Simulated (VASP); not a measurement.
# Ca (Fmmm) in VASP: notebook

The runs below take Ca through relaxation of cell and atoms, single point, with PBE.

All numbers are computed with VASP 6.6.1; they aren't measurements. Logs are shortened: lines on timing, memory, paths and dates and some standing lists are left out, and cuts for length are marked.

**1. The crystal as given**

Symmetry: Fmmm, No. 69, orthorhombic system. Conventional cell: a = 3.994 Å, b = 6.527 Å, c = 13.528 Å, α = 90.00°, β = 90.00°, γ = 90.00°. Ca (site symmetry mm2) is surrounded by 9 Ca at 3.63 to 3.99 Å.

The cell was built by a generator and needn't be a form met in nature.

**2. Relaxation of cell and atoms, PBE**

INCAR

```
PREC     = Accurate       # precision mode
ENCUT    = 600            # plane-wave cutoff, eV
EDIFF    = 1E-6           # SCF threshold, eV
ISMEAR   = 0              # smearing method
SIGMA    = 0.1            # smearing width, eV
LREAL    = F              # projectors in reciprocal space
LASPH    = T              # aspherical terms in the spheres
NELM     = 100            # most SCF steps
ALGO     = Normal         # electronic algorithm
ISIF     = 3              # what is computed and relaxed
LWAVE    = F              # write WAVECAR
LCHARG   = F              # write CHGCAR
GGA      = PE             # functional
IBRION   = 2              # ionic algorithm
NSW      = 90             # ionic steps
EDIFFG   = -0.04          # ionic threshold
```

KPOINTS

```
Automatic mesh
0
Gamma
  6 6 6
```

POSCAR

```
Ca
1.0
    0.0000000000      3.2635209783      6.7637795304
    1.9970720852      0.0000000000      6.7637795304
    1.9970720852      3.2635209783      0.0000000000
Ca
2
Direct
    0.1340738036      0.1340738036      0.8659261964
    0.8659261964      0.8659261964      0.1340738036
```

Potentials or basis: VASP PAW PBE potentials, release 64 (Ca_sv).

On the command line:

```bash
$ cat potpaw_PBE.64/Ca_sv/POTCAR > POTCAR
$ mpirun -np 1 vasp_std > vasp.out
```

OUTCAR:

```text
PREC = Accurate
   ENCUT = 600
   EDIFF = 1E-6
   ISMEAR = 0
   LREAL = F
   LASPH = T
   NELM = 100
   ISIF = 3
   GGA = PE
   IBRION = 2
   NSW = 90
   EDIFFG = -0.04

 ion  position               nearest neighbor table
   1  0.134  0.134  0.866-
   2  0.866  0.866  0.134-

  LATTYP: Found a face centered orthorhombic cell.
 ALAT       =     3.9941441704
 B/A-ratio  =     1.6341528193
 C/A-ratio  =     3.3868479663

  Lattice vectors:

 A1 = (   0.0000000000,   3.2635209783,   6.7637795304)
 A2 = (   1.9970720852,   0.0000000000,   6.7637795304)
 A3 = (   1.9970720852,   3.2635209783,   0.0000000000)

Analysis of symmetry for initial positions (statically):
=====================================================================
 Subroutine PRICEL returns:
 Original cell was already a primitive cell.

 Routine SETGRP: Setting up the symmetry group for a
 face centered orthorhombic supercell.

 Subroutine GETGRP returns: Found  8 space group operations
 (whereof  8 operations were pure point group operations)
 out of a pool of  8 trial point group operations.

The static configuration has the point symmetry D_2h.

Analysis of symmetry for dynamics (positions and initial velocities):
=====================================================================
 Subroutine PRICEL returns:
 Original cell was already a primitive cell.

 Routine SETGRP: Setting up the symmetry group for a
 face centered orthorhombic supercell.

 Subroutine GETGRP returns: Found  8 space group operations
 (whereof  8 operations were pure point group operations)
 out of a pool of  8 trial point group operations.

The dynamic configuration has the point symmetry D_2h.

 Subroutine INISYM returns: Found  8 space group operations
 (whereof  8 operations are pure point group operations),
 and found     1 'primitive' translations

----------------------------------------------------------------------------------------

                                     Primitive cell

  volume of cell :      88.1657

  direct lattice vectors                    reciprocal lattice vectors
     0.000000000  3.263520978  6.763779530    -0.250366526  0.153208759  0.073923166
     1.997072085  0.000000000  6.763779530     0.250366526 -0.153208759  0.073923166
     1.997072085  3.263520978  0.000000000     0.250366526  0.153208759 -0.073923166

  length of vectors
     7.509945586  7.052447125  3.826077115     0.302689537  0.302689537  0.302689537

  position of ions in fractional coordinates (direct lattice)
     0.134073804  0.134073804  0.865926196
     0.865926196  0.865926196  0.134073804

  ion indices of the primitive-cell ions
   primitive index   ion index
                 1           1
                 2           2

----------------------------------------------------------------------------------------

 KPOINTS: Automatic mesh

Automatic generation of k-mesh.
 Grid dimensions read from file:
 generate k-points for:    6    6    6

 Generating k-lattice:

  Cartesian coordinates                     Fractional coordinates (reciprocal lattice)
    -0.041727754  0.025534793  0.012320528     0.166666667  0.000000000  0.000000000
     0.041727754 -0.025534793  0.012320528    -0.000000000  0.166666667 -0.000000000
     0.041727754  0.025534793 -0.012320528     0.000000000  0.000000000  0.166666667

  Length of vectors
     0.050448256  0.050448256  0.050448256

  Shift w.r.t. Gamma in fractional coordinates (k-lattice)
     0.000000000  0.000000000  0.000000000

 Subroutine IBZKPT returns following result:
 ===========================================

 Found     46 irreducible k-points:

 Following reciprocal coordinates:
            Coordinates               Weight
  0.000000  0.000000  0.000000      1.000000
  0.166667  0.000000  0.000000      8.000000
  0.333333  0.000000 -0.000000      8.000000
  0.500000 -0.000000 -0.000000      4.000000
  0.166667  0.166667  0.000000      2.000000
  0.333333  0.166667 -0.000000      8.000000
[... 16 lines left out ...]
 -0.166667  0.166667  0.166667      8.000000
  0.500000  0.333333  0.166667      4.000000
 [... further k-points ...]
   k-points           NKPTS =     46   k-points in BZ     NKDIM =     46   number of bands    NBANDS=     14
   number of dos      NEDOS =    301   number of ions     NIONS =      2
   total plane-waves  NPLWV = 107520
   dimension x,y,z NGX =    60 NGY =   56 NGZ =   32
   dimension x,y,z NGXF=   120 NGYF=  112 NGZF=   64
   ions per type =               2
   NGX,Y,Z   is equivalent  to a cutoff of  13.28, 13.20, 13.90 a.u.
   NGXF,Y,Z  is equivalent  to a cutoff of  26.56, 26.40, 27.81 a.u.
 SYSTEM =  unknown system
   PREC   = accura    normal or accurate (medium, high low for compatibility)
   ISTART =      0    job   : 0-new  1-cont  2-samecut
   ICHARG =      2    charge: 1-file 2-atom 10-const
   ISPIN  =      1    spin polarized calculation?
   LNONCOLLINEAR =      F non collinear calculations
   LSORBIT =      F    spin-orbit coupling
   LASPH  =      T    aspherical Exc in radial PAW
   ENCUT  =  600.0 eV  44.10 Ry    6.64 a.u.  15.00 14.09  7.64*2*pi/ulx,y,z
   NELM   =    100;   NELMIN=  2; NELMDL= -5     # of ELM steps
   EDIFF  = 0.1E-05   stopping-criterion for ELM
   LREAL  =      F    real-space projection
   EDIFFG = -.4E-01   stopping-criterion for IOM
   NSW    =     90    number of steps for IOM
   IBRION =      2    ionic relax: 0-MD 1-quasi-New 2-CG
   NFREE  =      1    steps in history (QN), initial steepest desc. (CG)
   ISIF   =      3    stress and relaxation
   ISYM   =      2    0-nonsym 1-usesym 2-fastsym
   POTIM  = 0.5000    time-step for ionic-motion
   TEBEG  =    0.0;   TEEND  =   0.0 temperature during run
   PSTRESS=    0.0 pullay stress
   NELECT =      20.0000    total number of electrons
   NUPDOWN=      -1.0000    fix difference up-down
   EMIN   =  10.00;   EMAX   =-10.00  energy-range for DOS
   EFERMI =   0.00;   METHOD = LEGACY
   ISMEAR =     0;   SIGMA  =   0.10  broadening in eV -4-tet -1-fermi 0-gaus
   EFERMI_NEDOS =   21; number of points for ismear=-14 and -15
   IALGO  =     38    algorithm
   IMIX   =      4    mixing-type and parameters
     AMIX     =   0.40;   BMIX     =  1.00
     AMIX_MAG =   1.60;   BMIX_MAG =  1.00
  volume/ion in A,a.u.               =      44.08       297.49
  Fermi-wavevector in a.u.,A,eV,Ry     =   0.998432  1.886762 13.563180  0.996866
  Thomas-Fermi vector in A             =   2.130655
   LORBIT       =      0    0 simple, 1 ext, 2 COOP (PROOUT), +10 PAW based schemes
   GGA     = PE    functional components
   LHFCALC =     F    Hartree Fock is set to
   AEXX    =    0.0000 exact exchange contribution
   IVDW    =     0    specifies the selected vdW correction
   LEPSILON=     F    determine dielectric tensor
   LRPA    =     F    only Hartree local field effects (RPA)
 conjugate gradient relaxation of ions
 non-spin polarized calculation
 Gauss-broadening in eV      SIGMA  =   0.10
  energy-cutoff  :      600.00
  volume of cell :       88.17
 maximum number of plane-waves:      2960
   NGX = 29   NGY = 29   NGZ = 15

--------------------------------------- Ionic step        1  -------------------------------------------

 number of electron      20.0000001 magnetization

 Free energy of the ion-electron system (eV)
  ---------------------------------------------------
  ext. energy  EPLUGINS =         0.00000000
  ---------------------------------------------------
  free energy    TOTEN  =        -3.60120552 eV

  energy without entropy =       -3.58376092  energy(sigma->0) =       -3.59248322

------------------------ aborting loop because EDIFF is reached ----------------------------------------

  FORCE on cell =-STRESS in cart. coord.  units (eV):
  Direction    XX          YY          ZZ          XY          YZ          ZX
  --------------------------------------------------------------------------------------
  -------------------------------------------------------------------------------------
  Total       -0.2476222     -0.5863961      0.2433101      0.0000000      0.0000000      0.0000000
  in kB       -4.4998761    -10.6561934      4.4215150      0.0000000      0.0000000      0.0000000
  external PRESSURE =      -3.5781848 kB  Pullay stress =       0.0000000 kB
[... 129 lines left out ...]
  energy  without entropy=       -3.5975684592  energy(sigma->0) =       -3.60493760

--------------------------------------- Ionic step        5  -------------------------------------------

 number of electron      20.0000000 magnetization

 Free energy of the ion-electron system (eV)
  ---------------------------------------------------
  ext. energy  EPLUGINS =         0.00000000
  ---------------------------------------------------
  free energy    TOTEN  =        -3.61329473 eV

  energy without entropy =       -3.59874803  energy(sigma->0) =       -3.60602138

 E-fermi :   1.8766     XC(G=0):  -7.6739

 val. band max:        1.8555349627   @ k =   0.5000  -0.0000   0.1667
 cond. band min:       1.8852019037   @ k =  -0.1667   0.3333   0.1667
 fundamental gap:      0.0296669409
 Fermi energy:         1.8766291117

 k-point     1 :       0.0000    0.0000    0.0000
  band No.  band energies     occupation
      1     -40.2243      2.00000
      2     -40.2097      2.00000
      3     -21.2872      2.00000
      4     -21.1544      2.00000
      5     -21.1419      2.00000
      6     -21.1360      2.00000
      7     -21.1256      2.00000
      8     -21.1250      2.00000
      9      -2.0928      2.00000
     10       0.6743      2.00000
     11       1.4350      2.00000
     12       3.3889      0.00000
     13       3.9394      0.00000
     14       4.1012      0.00000
[... 375 lines left out ...]
 k-point    24 :       0.5000    0.3333    0.1667
  band No.  band energies     occupation
      1     -40.2166      2.00000
      2     -40.2095      2.00000
      3     -21.2408      2.00000
      4     -21.1744      2.00000
      5     -21.1721      2.00000
      6     -21.1653      2.00000
      7     -21.1600      2.00000
      8     -21.1472      2.00000
      9      -1.2349      2.00000
     10      -0.1204      2.00000
     11       2.5485      0.00000
     12       3.5378      0.00000
     13       3.9531      0.00000
     14       4.1515      0.00000

 [... further k-points ...]

------------------------ aborting loop because EDIFF is reached ----------------------------------------

  FORCE on cell =-STRESS in cart. coord.  units (eV):
  Direction    XX          YY          ZZ          XY          YZ          ZX
  --------------------------------------------------------------------------------------
  -------------------------------------------------------------------------------------
  Total       -0.0465898      0.0132903      0.0126164      0.0000000      0.0000000      0.0000000
  in kB       -0.8701254      0.2482133      0.2356278      0.0000000      0.0000000      0.0000000
  external PRESSURE =      -0.1287614 kB  Pullay stress =       0.0000000 kB
[... 17 lines left out ...]
  FREE ENERGIE OF THE ION-ELECTRON SYSTEM (eV)
  ---------------------------------------------------
  free  energy   TOTEN  =        -3.6132947297 eV

  energy  without entropy=       -3.5987480306  energy(sigma->0) =       -3.60602138

 reached required accuracy - stopping structural energy minimisation
```

Wall time 3.4 min (1 thread of Intel Xeon Platinum 8488C (Sapphire Rapids), shared host); peak memory 0.33 GiB.

Results:

```
Free energy                            : -3.6133 eV
Relaxed volume                         : 42.89 Å³/atom
Relaxed cell                           : a = 7.501 Å, b = 7.083 Å, c = 3.744 Å, α = 81.42°, β = 69.01°, γ = 29.58°
Space group after relaxing (to 0.05 Å) : Fmmm (No. 69)
Energy gained by relaxing              : 6.0 meV/atom
Ionic steps                            : 5
Pressure after relaxing                : 0.0 GPa
Largest force after relaxing           : 0.007 eV/Å
Band gap on the k mesh                 : none (metal or under the smearing width)
```

Forces on the atoms (eV/Å):
```
Ca   0.000  0.000 -0.007
Ca   0.000  0.000  0.007
```

Stress tensor (GPa, compression positive):
```
-0.09  0.00  0.00
 0.00  0.02  0.00
 0.00  0.00  0.02
```

Step by step:
| step | energy change (eV) | largest force (eV/Å) | pressure (GPa) | volume (Å³) |
| --- | --- | --- | --- | --- |
| 1 | 0.0000 | 0.0941 | -0.36 | 88.17 |
| 2 | -0.0086 | 0.0876 | -0.14 | 86.91 |
| 3 | -0.0102 | 0.0823 | 0.00 | 86.10 |
| 4 | -0.0111 | 0.0635 | 0.00 | 86.02 |
| 5 | -0.0121 | 0.0072 | -0.01 | 85.79 |

Final structure:
```cif
data_structure
_symmetry_space_group_name_H-M 'P 1'
_symmetry_Int_Tables_number 1
_cell_length_a 7.5013
_cell_length_b 7.0826
_cell_length_c 3.7443
_cell_angle_alpha 81.420
_cell_angle_beta 69.005
_cell_angle_gamma 29.575
_cell_volume 85.79
loop_
_atom_site_label
_atom_site_type_symbol
_atom_site_fract_x
_atom_site_fract_y
_atom_site_fract_z
_atom_site_occupancy
Ca1 Ca 0.13218 0.13218 0.86782 1
Ca2 Ca 0.86782 0.86782 0.13218 1
```

Levels at points of the mesh, in eV from the Fermi level:
```tsv
k point	band 7	band 8	band 9	band 10	band 11	band 12	band 13	band 14
(0.00, 0.00, 0.00)	-23.00	-23.00	-3.97	-1.20	-0.44	1.51	2.06	2.22
(0.50, 0.00, 0.00)	-23.03	-23.02	-0.93	-0.47	-0.15	0.73	1.06	1.63
(0.50, 0.50, 0.00)	-23.01	-23.01	-3.22	-2.92	0.67	1.53	1.89	2.43
(0.50, 0.00, 0.50)	-23.06	-22.99	-0.90	-0.21	0.06	0.44	1.84	2.53
(0.00, 0.50, 0.50)	-23.06	-23.05	-0.23	-0.20	-0.12	0.04	1.47	2.03
```

[end of part 1 of 2]
